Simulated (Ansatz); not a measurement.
Runs of Ansatz 0.2.0 on Gd. It takes space group Im-3m (No. 229, cubic). The conventional cell has a = 4.050 Å, b = 4.050 Å, c = 4.050 Å, α = 90.00°, β = 90.00°, γ = 90.00°. Gd (site symmetry m-3m) has 8 Gd at 3.51 Å as nearest neighbours. This isn't the form of Gd at room conditions, which is hcp.

```csv
task,level,cell,points for each segment of the path,target pressure (GPa),gap on the mesh (eV),pressure (GPa),moment (μB)
band structure,PBE,as given,14,-,none,-0.1,7.62
relaxation of cell and atoms,PBE,relaxed to 20 GPa,-,20,none,20.0,7.48
relaxation of cell and atoms,PBE,relaxed to 30 GPa,-,30,none,30.0,7.48
relaxation of cell and atoms,PBE,relaxed to 10 GPa,-,10,none,10.0,(a)
band structure,LDA,as given,14,-,none,-4.3,(b)
```

Alike in all rows: potentials or basis Ansatz PAW; spin collinear, ferromagnetic start; k mesh 7 × 7 × 7; cutoff (eV) 420; smearing fermi-dirac 0.05 eV.

Question: Estimate the missing entries.

Answer: (a) 7.52; (b) 7.53.

Caveats: spin-orbit coupling is left out, which moves the levels of the heavy elements; the plane-wave basis is chosen anew once the cell has moved, so the energies of steps on either side of that aren't comparable (some runs); the PAW data sets come from PBE, with cores solved anew for the run's functional, which leaves a small shift of forces and pressure (some runs).

A k mesh can miss the band edges, and the runs leave out spin-orbit coupling on Gd.

A gap of «none» marks a metal or a gap under the smearing width.
